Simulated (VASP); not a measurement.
AgCl, 2 atoms in the cell. Symmetry: Fm-3m, No. 225, cubic system. Conventional cell: a = 5.545 Å, b = 5.545 Å, c = 5.545 Å, α = 90.00°, β = 90.00°, γ = 90.00°. Ag (site symmetry m-3m) is surrounded by 6 Cl at 2.77 Å. Cl (site symmetry m-3m) has 6 Ag at 2.77 Å as nearest neighbours. The cell is a database's computed one.

```yaml
Program: VASP 6.6.1
Task: single point
Functional: PBE
Potentials_or_basis: VASP PAW PBE potentials, release 64 (Ag, Cl)
Cutoff: 520 eV
k_mesh: 4 × 4 × 4
Occupations: gaussian, width 0.1 eV
Spin: no spin polarisation
Dipole_correction: no
Further_INCAR_settings: ALGO = Normal; EDIFF = 1e-07; NBANDS = 16
```

Potentials or basis: VASP PAW PBE potentials, release 64 (Ag, Cl).

The run is started by

```console
$ cat potpaw_PBE.64/Ag/POTCAR potpaw_PBE.64/Cl/POTCAR > POTCAR
$ mpirun -np 1 vasp_std > vasp.out
```

Hardware: 1 thread of AMD EPYC 9R45 96-Core Processor (Zen 5), on a shared host.

Question: Estimate the wall time of this run.

Answer: It took 4.2 s on 1 thread of AMD EPYC 9R45 96-Core Processor (Zen 5) (shared host), peak memory 0.13 GiB. Counts: scf iterations 12, k points 8.
